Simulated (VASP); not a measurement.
# Li16H (a cell with a defect) in VASP: a series of runs

The runs below take Li16H (a cell with a defect) through single point, relaxation of the atoms, with LDA.

All numbers are computed with VASP 6.6.1; they aren't measurements. Logs are shortened: lines on timing, memory, paths and dates and some standing lists are left out, and cuts for length are marked.

### 1 The structure

The cell holds a defect, 17 atoms: a = 6.980 Å, b = 6.980 Å, c = 6.980 Å, α = 90.00°, β = 90.00°, γ = 90.00°.

The cell was built by a generator and needn't be a form met in nature.

### 2 Single point, LDA

Input file INCAR:

```
SYSTEM = Li16H
ALGO = Fast
EDIFF = 1E-6
ENCUT = 520
ISIF = 2
ISMEAR = -1
LASPH = .True.
LCHARG = .False.
LREAL = Auto
LWAVE = .False.
NBANDS = 38
NELM = 100
PREC = Accurate
SIGMA = 0.1
```

Input file KPOINTS:

```
k-points
0
Gamma
  3 3 3
  0 0 0
```

Input file POSCAR:

```
Li16H
1.0
    6.9800000000      0.0000000000      0.0000000000
    0.0000000000      6.9800000000      0.0000000000
    0.0000000000      0.0000000000      6.9800000000
Li H
16 1
Direct
   -0.0214355193      0.0001516778     -0.0026592194
    0.5207816176      0.0000871157     -0.0028269824
   -0.0083803151      0.4997640271      0.0083287356
    0.0150375416      0.0004502202      0.5191846486
    0.2501606578      0.2431908306      0.2441012974
    0.5078524526      0.4997201568      0.0083326049
    0.4841514560      0.0004187836      0.5191797229
    0.7500314248      0.2236669328      0.2508444579
    0.0060866000      0.5004008666      0.4846471900
    0.2501101302      0.7581776179      0.2442978339
    0.2498705073      0.2622422143      0.7634298321
    0.4934796981      0.5003624516      0.4845013618
    0.7499585266      0.7781946951      0.2503863452
    0.7498460449      0.2647106094      0.7330148255
    0.2498244143      0.7393028308      0.7631958584
    0.7498256449      0.7373683329      0.7327888651
    0.7496015177      0.0009721569      0.1178428523
```

Potentials or basis: VASP PAW LDA potentials, release 64 (Li_sv, H).

Run with:

```sh
> cat potpaw_LDA.64/Li_sv/POTCAR potpaw_LDA.64/H/POTCAR > POTCAR
> mpirun -np 1 vasp_std > vasp.out
```

OUTCAR:

```text
SYSTEM = Li16H
   EDIFF = 1E-6
   ENCUT = 520
   ISIF = 2
   ISMEAR = -1
   LASPH = .True.
   LREAL = Auto
   NELM = 100
   PREC = Accurate

 ion  position               nearest neighbor table
   1  0.979  0.000  0.997-
   2  0.521  0.000  0.997-
   3  0.992  0.500  0.008-
   4  0.015  0.000  0.519-
   5  0.250  0.243  0.244-
   6  0.508  0.500  0.008-
[... 9 lines left out ...]
  16  0.750  0.737  0.733-
  17  0.750  0.001  0.118-

  LATTYP: Found a simple cubic cell.
 ALAT       =     6.9800000000

  Lattice vectors:

 A1 = (   6.9800000000,   0.0000000000,   0.0000000000)
 A2 = (   0.0000000000,   6.9800000000,   0.0000000000)
 A3 = (   0.0000000000,   0.0000000000,   6.9800000000)

Analysis of symmetry for initial positions (statically):
=====================================================================
 Subroutine PRICEL returns:
 Original cell was already a primitive cell.

 Routine SETGRP: Setting up the symmetry group for a
 simple cubic supercell.

 Subroutine GETGRP returns: Found  1 space group operations
 (whereof  1 operations were pure point group operations)
 out of a pool of 48 trial point group operations.

The static configuration has the point symmetry C_1 .

Analysis of symmetry for dynamics (positions and initial velocities):
=====================================================================
 Subroutine PRICEL returns:
 Original cell was already a primitive cell.

 Routine SETGRP: Setting up the symmetry group for a
 simple cubic supercell.

 Subroutine GETGRP returns: Found  1 space group operations
 (whereof  1 operations were pure point group operations)
 out of a pool of 48 trial point group operations.

The dynamic configuration has the point symmetry C_1 .

 Subroutine INISYM returns: Found  1 space group operations
 (whereof  1 operations are pure point group operations),
 and found     1 'primitive' translations

----------------------------------------------------------------------------------------

                                     Primitive cell

  volume of cell :     340.0684
[... 107 lines left out ...]
   NELM   =    100;   NELMIN=  2; NELMDL= -5     # of ELM steps
   EDIFF  = 0.1E-05   stopping-criterion for ELM
   LREAL  =      T    real-space projection
   EDIFFG = 0.1E-04   stopping-criterion for IOM
   NSW    =      0    number of steps for IOM
   IBRION =     -1    ionic relax: 0-MD 1-quasi-New 2-CG
   NFREE  =      0    steps in history (QN), initial steepest desc. (CG)
   ISIF   =      2    stress and relaxation
   ISYM   =      2    0-nonsym 1-usesym 2-fastsym
   POTIM  = 0.5000    time-step for ionic-motion
   TEBEG  =    0.0;   TEEND  =   0.0 temperature during run
   PSTRESS=    0.0 pullay stress
   NELECT =      49.0000    total number of electrons
   NUPDOWN=      -1.0000    fix difference up-down
   EMIN   =  10.00;   EMAX   =-10.00  energy-range for DOS
   EFERMI =   0.00;   METHOD = LEGACY
   ISMEAR =    -1;   SIGMA  =   0.10  broadening in eV -4-tet -1-fermi 0-gaus
   EFERMI_NEDOS =   21; number of points for ismear=-14 and -15
   IALGO  =     68    algorithm
   IMIX   =      4    mixing-type and parameters
     AMIX     =   0.40;   BMIX     =  1.00
     AMIX_MAG =   1.60;   BMIX_MAG =  1.00
  volume/ion in A,a.u.               =      20.00       134.99
  Fermi-wavevector in a.u.,A,eV,Ry     =   0.858258  1.621873 10.022155  0.736608
  Thomas-Fermi vector in A             =   1.975436
   LORBIT       =      0    0 simple, 1 ext, 2 COOP (PROOUT), +10 PAW based schemes
   GGA     = CA    functional components
   LHFCALC =     F    Hartree Fock is set to
   AEXX    =    0.0000 exact exchange contribution
   IVDW    =     0    specifies the selected vdW correction
   LEPSILON=     F    determine dielectric tensor
   LRPA    =     F    only Hartree local field effects (RPA)
 non-spin polarized calculation
 RMM-DIIS sequential band-by-band and
  energy-cutoff  :      520.00
  volume of cell :      340.07
 maximum number of plane-waves:      9180
 NGX is ok and might be reduce to    54
   NGX = 25   NGY = 25   NGZ = 25

 number of electron      48.9999975 magnetization

 Free energy of the ion-electron system (eV)
  ---------------------------------------------------
  ext. energy  EPLUGINS =         0.00000000
  ---------------------------------------------------
  free energy    TOTEN  =       -36.71127531 eV

  energy without entropy =      -36.42915385  energy(sigma->0) =      -36.57021458

 E-fermi :   0.4602     XC(G=0):  -7.0689

 val. band max:        0.4510492081   @ k =   0.3333   0.0000   0.3333
 cond. band min:       0.4802921283   @ k =   0.3333   0.0000   0.3333
 fundamental gap:      0.0292429202
 Fermi energy:         0.4602198530

 k-point     1 :       0.0000    0.0000    0.0000
  band No.  band energies     occupation
      1     -45.2846      2.00000
      2     -45.2817      2.00000
      3     -45.2613      2.00000
      4     -45.2598      2.00000
      5     -45.2115      2.00000
      6     -45.2079      2.00000
[... 535 lines left out ...]
     35       3.6326      0.00000
     36       3.7858      0.00000
 [bands above 36 left out]

------------------------ aborting loop because EDIFF is reached ----------------------------------------

  FORCE on cell =-STRESS in cart. coord.  units (eV):
  Direction    XX          YY          ZZ          XY          YZ          ZX
  --------------------------------------------------------------------------------------
  -------------------------------------------------------------------------------------
  Total       -3.1109835     -3.0970987     -3.2276294     -0.0005905     -0.0099816     -0.0016375
  in kB      -14.6568967    -14.5914805    -15.2064549     -0.0027820     -0.0470269     -0.0077146
  external PRESSURE =     -14.8182774 kB  Pullay stress =       0.0000000 kB

 VOLUME and BASIS-vectors are now :
 -----------------------------------------------------------------------------
  energy-cutoff  :      520.00
  volume of cell :      340.07
      direct lattice vectors                 reciprocal lattice vectors
     6.980000000  0.000000000  0.000000000     0.143266476  0.000000000  0.000000000
     0.000000000  6.980000000  0.000000000     0.000000000  0.143266476  0.000000000
     0.000000000  0.000000000  6.980000000     0.000000000  0.000000000  0.143266476

 POSITION                                       TOTAL-FORCE (eV/Angst)
 -----------------------------------------------------------------------------------
      6.83038      0.00106      6.96144         0.004449      0.007918      0.000282
      3.63506      0.00061      6.96027        -0.000795      0.008137      0.002639
      6.92151      3.48835      0.05813         0.001665      0.009752     -0.000097
      0.10496      0.00314      3.62391         0.003626      0.003992     -0.006815
      1.74612      1.69747      1.70383        -0.004431     -0.002398     -0.000132
      3.54481      3.48805      0.05816         0.001121      0.011408     -0.000332
[... 9 lines left out ...]
      5.23378      5.14683      5.11487        -0.001636     -0.000730      0.004393
      5.23222      0.00679      0.82254         0.002398     -0.001804      0.007251
 -----------------------------------------------------------------------------------
    total drift:                                0.000279     -0.010413      0.002855

  FREE ENERGIE OF THE ION-ELECTRON SYSTEM (eV)
  ---------------------------------------------------
  free  energy   TOTEN  =       -36.7112753088 eV

  energy  without entropy=      -36.4291538534  energy(sigma->0) =      -36.57021458
```

stdout:

```text
POSCAR found type information on POSCAR LiH
 POSCAR found :  2 types and      17 ions
 scaLAPACK will be used
 LDA part: xc-table for (Slater(with rela. corr.)+CA(PZ))
 , standard interpolation
 POSCAR, INCAR and KPOINTS ok, starting setup
 FFT: planning ... GRIDC
 FFT: planning ... GRID_SOFT
 FFT: planning ... GRID
 WAVECAR not read
 entering main loop
```

Run time: 3 min. Hardware: 1 thread of Intel Xeon 6975P-C (Granite Rapids), shared host; peak memory 0.34 GiB.

What came out:

* Free energy: -36.7113 eV
* Largest force: 0.013 eV/Å
* Band gap on the k mesh: none (metal or under the smearing width)

Forces on the atoms (eV/Å):
```
Li   0.004  0.008  0.000
Li  -0.001  0.008  0.003
Li   0.002  0.010  0.000
Li   0.004  0.004 -0.007
Li  -0.004 -0.002  0.000
Li   0.001  0.011  0.000
Li   0.004  0.004 -0.004
Li  -0.003 -0.009 -0.003
Li   0.003  0.003  0.002
Li  -0.004 -0.007 -0.003
Li  -0.002 -0.011 -0.008
Li   0.002  0.004  0.005
Li  -0.003 -0.008  0.003
Li  -0.002 -0.010  0.001
Li  -0.001 -0.003 -0.001
Li  -0.002 -0.001  0.004
H    0.002 -0.002  0.007
```

Caveat: the cutoff is under 1.25 times the usual one of these potentials, so pressure, stress and relaxed cells hold a basis-set (Pulay) error.

### 3 Relaxation of the atoms, LDA

Input file INCAR:

```
PREC     = Accurate       # precision mode
ENCUT    = 520            # plane-wave cutoff, eV
EDIFF    = 1E-6           # SCF threshold, eV
ISMEAR   = -1             # smearing method
SIGMA    = 0.1            # smearing width, eV
LREAL    = Auto         
LASPH    = True           # aspherical terms in the spheres
NELM     = 100            # most SCF steps
ALGO     = Fast           # electronic algorithm
ISIF     = 2              # what is computed and relaxed
LWAVE    = False          # write WAVECAR
LCHARG   = False          # write CHGCAR
IBRION   = 2              # ionic algorithm
NSW      = 80             # ionic steps
EDIFFG   = -0.03          # ionic threshold
```

Input file KPOINTS:

```
regular mesh
0
Gamma
  3 3 3
```

Input file POSCAR:

```
Li16H
1.0
    6.9800000000      0.0000000000      0.0000000000
    0.0000000000      6.9800000000      0.0000000000
    0.0000000000      0.0000000000      6.9800000000
Li H
16 1
Direct
    0.0000000000      0.0000000000      0.0000000000
    0.5000000000      0.0000000000      0.0000000000
    0.0000000000      0.5000000000      0.0000000000
    0.0000000000      0.0000000000      0.5000000000
    0.2500000000      0.2500000000      0.2500000000
    0.5000000000      0.5000000000      0.0000000000
    0.5000000000      0.0000000000      0.5000000000
    0.7500000000      0.2500000000      0.2500000000
    0.0000000000      0.5000000000      0.5000000000
    0.2500000000      0.7500000000      0.2500000000
    0.2500000000      0.2500000000      0.7500000000
    0.5000000000      0.5000000000      0.5000000000
    0.7500000000      0.7500000000      0.2500000000
    0.7500000000      0.2500000000      0.7500000000
    0.2500000000      0.7500000000      0.7500000000
    0.7500000000      0.7500000000      0.7500000000
    0.7468024000      0.0091815200      0.1185902300
```

Potentials or basis: VASP PAW LDA potentials, release 64 (Li_sv, H).

Run with:

```sh
> cat potpaw_LDA.64/Li_sv/POTCAR potpaw_LDA.64/H/POTCAR > POTCAR
> mpirun -np 1 vasp_std > vasp.out
```

Run time: 12 min. Hardware: 1 thread of Intel Xeon 6975P-C (Granite Rapids), shared host; peak memory 0.36 GiB.

The run converged. Its results:

* Free energy: -36.7004 eV
* Energy gained by relaxing: 4.1 meV/atom
* Ionic steps: 7
* Largest force after relaxing: 0.027 eV/Å
* Band gap on the k mesh: none (metal or under the smearing width)

Forces in eV/Å, atoms in the order of the input:
```
Li  -0.020 -0.003  0.003
Li  -0.004 -0.002 -0.009
Li  -0.010 -0.001 -0.001
Li   0.007  0.001  0.016
Li   0.000 -0.003  0.004
Li   0.007 -0.001 -0.002
Li  -0.009  0.000  0.017
Li   0.002  0.000  0.008
Li  -0.004  0.002 -0.017
Li   0.000  0.008  0.004
Li   0.002  0.007  0.016
Li   0.002  0.001 -0.018
Li   0.001 -0.012  0.016
Li   0.000  0.014 -0.023
Li   0.001 -0.001  0.017
Li   0.001 -0.007 -0.020
H    0.025 -0.003 -0.011
```

Step by step:
```csv
step,energy change (eV),largest force (eV/Å),pressure (GPa)
1,0.0000,0.2955,-1.75
2,-0.0128,0.2702,-1.73
3,-0.0436,0.1864,-1.67
4,-0.0636,0.0722,-1.56
5,-0.0645,0.0508,-1.59
6,-0.0666,0.0434,-1.58
7,-0.0702,0.0272,-1.57
```

Final structure:
```
CELL_PARAMETERS angstrom
6.98000 0.00000 0.00000
0.00000 6.98000 0.00000
0.00000 0.00000 6.98000
ATOMIC_POSITIONS crystal
Li 0.98863 0.00101 0.00775
Li 0.51124 0.00091 0.00785
Li 0.00376 0.50055 0.99770
Li 0.00344 0.00011 0.50472
Li 0.24981 0.25394 0.25277
Li 0.49624 0.50056 0.99769
Li 0.49660 0.00011 0.50456
Li 0.74965 0.23683 0.24082
Li 0.99782 0.50029 0.49746
Li 0.24976 0.74616 0.25271
Li 0.24981 0.24877 0.75170
Li 0.50198 0.50037 0.49763
Li 0.74969 0.76617 0.23958
Li 0.74994 0.25250 0.74634
Li 0.24983 0.75213 0.75231
Li 0.74994 0.74686 0.74563
H 0.74867 0.00191 0.12138
```

Levels at points of the mesh, in eV from the Fermi level:
```
           k point  band 22  band 23  band 24  band 25  band 26  band 27
(0.00, 0.00, 0.00)    -1.07    -1.01    -0.30     0.25     0.25     0.25
```

Caveat: the cutoff is under 1.25 times the usual one of these potentials, so pressure, stress and relaxed cells hold a basis-set (Pulay) error.
